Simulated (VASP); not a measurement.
## V: single point with PBE

The system is V, a slab with vacuum.

```xyz
8
Lattice="3.0260 0.0000 0.0000 0.0000 3.0260 0.0000 0.0000 0.0000 25.5910" Properties=species:S:1:pos:R:3 pbc="T T T"
V     1.5130    1.5130    7.5000
V     0.0000    0.0000    9.0130
V     1.5130    1.5130   10.5260
V     0.0000    0.0000   12.0390
V     1.5130    1.5130   13.5520
V     0.0000    0.0000   15.0650
V     1.5130    1.5130   16.5780
V     0.0000    0.0000   18.0910
```

The slab is cut from a database's or a generator's crystal, which needn't be the stable form of the element.

```json
{"Program": "VASP 6.6.1", "Task": "single point", "Functional": "PBE", "Potentials or basis": "VASP PAW PBE potentials, release 64 (V_sv)", "Cutoff": "520 eV", "k mesh": "7 × 7 × 1", "Occupations": "fermi-dirac, width 0.05 eV", "Spin": "collinear spin, antiferromagnetic start", "Starting moments": "[2.0, -2.0, 2.0, -2.0, 2.0, -2.0, 2.0, -2.0] μB"}
```

```
Largest force                                         : 1.206 eV/Å
Band gap on the k mesh                                : none (metal or under the smearing width)
Net moment                                            : 0.00 μB per cell
Site moments                                          : V +0.45, -0.16, -0.06, -0.00, +0.00, +0.06, +0.16, -0.45 μB
Valence electrons inside the program's atomic spheres : V 11.41, 11.59, 11.60
```

Forces on the atoms (eV/Å):
```
V    0.000  0.000  1.206
V    0.000  0.000 -0.771
V    0.000  0.000 -0.275
V    0.000  0.000  0.165
V    0.000  0.000 -0.165
V    0.000  0.000  0.275
V    0.000  0.000  0.771
V    0.000  0.000 -1.206
```

Levels at points of the mesh, in eV from the Fermi level:
Spin up:
| k point | band 49 | band 50 | band 51 | band 52 | band 53 | band 54 |
| --- | --- | --- | --- | --- | --- | --- |
| (0.00, 0.00, 0.00) | 0.20 | 0.28 | 0.28 | 0.41 | 0.41 | 0.42 |
Spin down:
```
           k point  band 49  band 50  band 51  band 52  band 53  band 54
(0.00, 0.00, 0.00)     0.20     0.28     0.28     0.41     0.41     0.42
```

Run time: 13 min on 1 thread of Intel(R) Xeon(R) Platinum 8559C (Emerald Rapids), with other jobs on the host, peak memory 0.51 GiB.
